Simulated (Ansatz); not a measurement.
Set up this calculation in Ansatz 0.2.0, as the native input.

```
Task                : single point
Functional          : PBE
Potentials or basis : Ansatz PAW
Cutoff              : 420 eV (not typed: the program's choice for these potentials)
k mesh              : 10 × 10 × 10
Occupations         : fermi-dirac, width 0.05 eV
Spin                : collinear spin, ferromagnetic start
Starting moments    : [3.0, 0.0] μB
Fixed moment        : 3 μB
```

CoO:

```
Co O
1.0
    -1.50800    1.50800    2.10725
     1.50800   -1.50800    2.10725
     1.50800    1.50800   -2.10725
Co O
1 1
Direct
  0.00000 0.00000 0.00000
  0.50000 0.50000 0.00000
```

The input as run:

input.yaml

```yaml
crystal:
  lattice:
    - [-1.508, 1.508, 2.1072475377]
    - [1.508, -1.508, 2.1072475377]
    - [1.508, 1.508, -2.1072475377]
  atoms:
    - { symbol: Co, position: [0.0, 0.0, 0.0], spin: 3.0 }
    - { symbol: O, position: [0.5, 0.5, 0.0] }
hamiltonian:
  xc: pbe
  pseudopotentials: { kind: paw }
magnetization:
  spin_polarized: true
  initial_magnetization: 3.0
  spin_locking: { lock_magnetization: hard }
kpoints:
  mp_grid: { grid: [10, 10, 10] }
scf:
  occupations: { method: fermi_dirac, width: 0.05 }
  lower_state_search: "off"
output:
  forces: true
  stress: true
  eigenvalues: true
```

Potentials or basis: Ansatz PAW.

Run with:

```sh
$ ansatz run input.yaml --threads 2 --pin off --max-ram 5632MiB --backend cpu --events-out ev --progress --plain --runs-dir out
```

It gave:

```yaml
Pressure: 0.8 GPa
Net_moment: 3.00 μB per cell
Absolute_moment: 3.02 μB per cell
Site_moments: Co +2.53; O +0.34 μB
```

Caveat: the pressure holds a Pulay correction of +0.8 GPa for the finite cutoff; the total moment is fixed, so each spin has its own Fermi level; a cell with one magnetic atom can't hold antiferromagnetic order, which such compounds often take; the thresholds are loose for stress.

Wall time 3.4 s on 2 threads of Arm Neoverse V1, on a shared host, peak memory 0.3 GiB.
